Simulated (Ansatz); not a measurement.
A (001) slab of TaN (P-62m (No. 189)), 7 planes, outer planes TaN3 (top) and TaN3 (bottom), with 22 atoms (Ta10N12) in a surface cell of A = 23.414 Å², as cut from the bulk:

```
CELL_PARAMETERS angstrom
5.19963 0.00000 0.00000
-2.59981 4.50301 0.00000
0.00000 0.00000 23.73108
ATOMIC_POSITIONS crystal
Ta 0.00000 0.00000 0.31604
N 0.00000 0.39241 0.31604
N 0.39241 0.00000 0.31604
N 0.60759 0.60759 0.31604
Ta 0.33333 0.66667 0.37736
Ta 0.66667 0.33333 0.37736
Ta 0.00000 0.00000 0.43868
N 0.00000 0.39241 0.43868
N 0.39241 0.00000 0.43868
N 0.60759 0.60759 0.43868
Ta 0.33333 0.66667 0.50000
Ta 0.66667 0.33333 0.50000
Ta 0.00000 0.00000 0.56132
N 0.00000 0.39241 0.56132
N 0.39241 0.00000 0.56132
N 0.60759 0.60759 0.56132
Ta 0.33333 0.66667 0.62264
Ta 0.66667 0.33333 0.62264
Ta 0.00000 0.00000 0.68396
N 0.00000 0.39241 0.68396
N 0.39241 0.00000 0.68396
N 0.60759 0.60759 0.68396
```

These are results of DFT r2SCAN, scalar-relativistic, plane waves, PAW (Ansatz), not measurements. Settings: cutoff 500 eV, Γ-centred mesh 9×9×1 on the computed 22-atom cell, Gaussian smearing of 0.10 eV; no spin polarisation.

The relaxed slab holds 10 formula units of TaN and 2 further N. Against those formula units in the bulk and the further N in its standard state it lies 4.358 eV higher. The formation energy of TaN from the standard states is -2.718 eV a formula unit (uncorrected, no zero-point or thermal terms).

Q: Over what range can the chemical potential of N vary, and what is the surface energy at both ends?

A: In contact with the bulk, μ(N) + μ(Ta) is fixed. With Δμ counted from the standard states, Δμ(N) ≤ 0 keeps elemental N from forming, and Δμ(Ta) ≤ 0 requires Δμ(N) ≥ ΔH = -2.718 eV. Other compounds of N and Ta can narrow this range. Then γ, the mean of both faces, = [4.358 eV − 2.00·Δμ(N)]/(2A). At the N-rich end (Δμ = 0): 4.358/(2 × 23.414) × 16.02 = 1.49 J/m². At the N-poor end: (4.358 + 5.436)/(2 × 23.414) × 16.02 = 3.35 J/m².

Q: How does its energy depend on growth conditions?

A: It carries an excess of N, so its energy falls by 0.68 J/m² for each eV that μ(N) rises: N-rich conditions lower it; whether it appears depends on the other terminations.

The TaN3-terminated surface costs energy over the whole range, from 1.49 J/m² at the N-rich end to 3.35 J/m² at the N-poor end. The cost arises because the cut removes the Ta neighbours on one side of the outer plane, breaking strong, polar-covalent Ta d–N p bonds. The slope has a different origin: it follows from the surplus N alone, which must be drawn from the reservoir. Tantalum(III) retains d electrons, which can probably help to saturate the under-coordinated surface N.

Neither end is likely to be reached in equilibrium with TaN. The N-richer tantalum(V) nitride should form before the elemental N limit, and the subnitride before the Ta limit. The lower value is therefore better read as a bound than as the energy of a surface under real growth conditions. As the faces are mirror images in the cut slab, the mean should also describe each face, provided relaxation keeps that symmetry.
